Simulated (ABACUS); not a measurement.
Wanted: the native input for an ABACUS 3.10.1 run.

| Item | Value |
| --- | --- |
| Task | band structure |
| Functional | RPBE |
| Potentials or basis | SG15 ONCV 1.2 PBE |
| Cutoff | 1116 eV |
| Density cutoff | 4463 eV |
| Basis | plane waves |
| Occupations | fermi-dirac, width 0.05 eV |
| Spin | no spin polarisation |
| Radial cutoff of the potentials (pseudo_rcut) | 10 bohr |
| Threshold of the eigensolver | 1e-07 Ry |
| Density | read from an earlier self-consistent run |
| Path | G-H-N-G-P-H, P-N |
| Points for each segment of the path | 10 |
| SCF threshold on the density | 1e-08 |
| Max SCF steps | 100 |
| Eigensolver | dav |
| Mixing | broyden |
| Mixing share | 0.7 |
| Symmetry key | -1 |
| Bands | 17 |

The system is Nb.

```
Nb
1.0
     1.66395    1.66395    1.66395
    -1.66395    1.66395    1.66395
    -1.66395   -1.66395    1.66395
Nb
1
Direct
  0.00000 0.00000 0.00000
```

These files were run (other wordings do the same):

INPUT

```
INPUT_PARAMETERS
suffix              Nb
calculation         nscf
basis_type          pw
pseudo_dir          ./
symmetry            -1
dft_functional      GGA_X_RPBE+GGA_C_PBE
ecutwfc             82.0
pseudo_rcut         10
nspin               1
nbands              17
ks_solver           dav
smearing_method     fd
smearing_sigma      0.00367493
scf_thr             1e-08
scf_nmax            100
mixing_type         broyden
mixing_beta         0.7
init_chg            file
pw_diag_thr         1e-07
out_band            1
kpar                4
```

STRU

```
ATOMIC_SPECIES
Nb 92.9064 Nb_ONCV_PBE-1.2.upf

LATTICE_CONSTANT
1.8897261246

LATTICE_VECTORS
1.6639500000 1.6639500000 1.6639500000
-1.6639500000 1.6639500000 1.6639500000
-1.6639500000 -1.6639500000 1.6639500000

ATOMIC_POSITIONS
Direct

Nb
0.0
1
0.0000000000 0.0000000000 0.0000000000 1 1 1
```

KPT

```
K_POINTS
8
Line
0.00000000 0.00000000 0.00000000 10 // G
-0.50000000 -0.50000000 -0.50000000 10 // H
0.00000000 0.00000000 -0.50000000 10 // N
0.00000000 0.00000000 0.00000000 10 // G
-0.25000000 0.25000000 -0.25000000 10 // P
-0.50000000 -0.50000000 -0.50000000 1 // H
-0.25000000 0.25000000 -0.25000000 10 // P
0.00000000 0.00000000 -0.50000000 1 // N
```

Potentials or basis: SG15 ONCV 1.2 PBE, plane waves.

Command:

```bash
$ OMP_NUM_THREADS=1 mpirun -np 4 abacus > log
```

Wall time 1.7 s on 4 MPI ranks on Intel(R) Xeon(R) Platinum 8488C (Sapphire Rapids) (shared host), peak memory 0.36 GiB a rank.
